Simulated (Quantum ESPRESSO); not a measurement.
The system is Ti.

```
Ti
1.0
     4.56737    0.00000    0.00000
    -2.28369    3.95546    0.00000
     0.00000    0.00000    2.82624
Ti
3
Direct
  0.66667 0.33333 0.50000
  0.33333 0.66667 0.50000
  0.00000 0.00000 0.00000
```

This isn't the form of Ti at room conditions, which is hcp.

```yaml
Program: Quantum ESPRESSO 7.5
Task: single point
Functional: PBEsol
Potentials_or_basis: GBRV 1.5 PBEsol
Cutoff: 612 eV
Density_cutoff: 4898 eV
k_mesh: 7 × 7 × 9
Occupations: fermi-dirac, width 0.05 eV
Spin: no spin polarisation
```

On this cell: pressure -3.8 GPa; largest force under 0.003 eV/Å; band gap on the k mesh none (metal or under the smearing width).

The same run follows on a disturbed copy (atoms moved at random, drawn with an rms of 0.05 Å):

```xyz
3
Lattice="4.5674 0.0000 0.0000 -2.2837 3.9555 0.0000 0.0000 0.0000 2.8262" Properties=species:S:1:pos:R:3 pbc="T T T"
Ti    2.2844    1.3199    1.4254
Ti    0.0190    2.6552    1.3569
Ti    0.0164    0.0211    0.0092
```

Task: What does the disturbed cell give?

Result: The energy (extrapolated to zero smearing) moves by +2.5 meV/atom; pressure -3.7 GPa; largest force 0.202 eV/Å; band gap on the k mesh none (metal or under the smearing width).

Forces in eV/Å, atoms in the order of the input:
```
Ti   0.061  0.064 -0.023
Ti  -0.043 -0.037  0.194
Ti  -0.018 -0.027 -0.171
```

Stress tensor (GPa, compression positive):
```
-3.76  0.03  0.00
 0.03 -3.80  0.01
 0.00  0.01 -3.59
```
